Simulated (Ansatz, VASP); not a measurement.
## One calculation of AlRu, two programs

```
CELL_PARAMETERS angstrom
2.87916 0.00000 0.00000
0.00000 2.87916 0.00000
0.00000 0.00000 2.87916
ATOMIC_POSITIONS crystal
Ru 0.00000 0.00000 0.00000
Al 0.50000 0.50000 0.50000
```

Change from the starting cell: volume scaled by 0.88, PAW files.

Alike in both runs: task single point; functional PBE; k mesh 13 × 13 × 13; occupations fermi-dirac, width 0.1 eV; no spin polarisation.

|  | VASP | Ansatz |
| --- | --- | --- |
| version | VASP 6.6.1 | Ansatz 0.2.0 |
| potentials or method | VASP PAW PBE potentials, release 64 (Ru_pv, Al) | PAW with Ansatz's default frozen-core files, scalar-relativistic |
| plane-wave cutoff (eV) | 520 | 420 |
| valence electrons in the cell | 17 | 19 |

VASP gave:

| Quantity | Value |
| --- | --- |
| pressure (GPa) | 34.4 |

Q: Which values does Ansatz return?

A: Pressure (GPa): 34.3.

The two sets of potentials don't hold the same shells in valence.

Caveats: so large a pressure means that the cell lies far from this level's equilibrium, or that cutoff or potentials fall short (VASP).
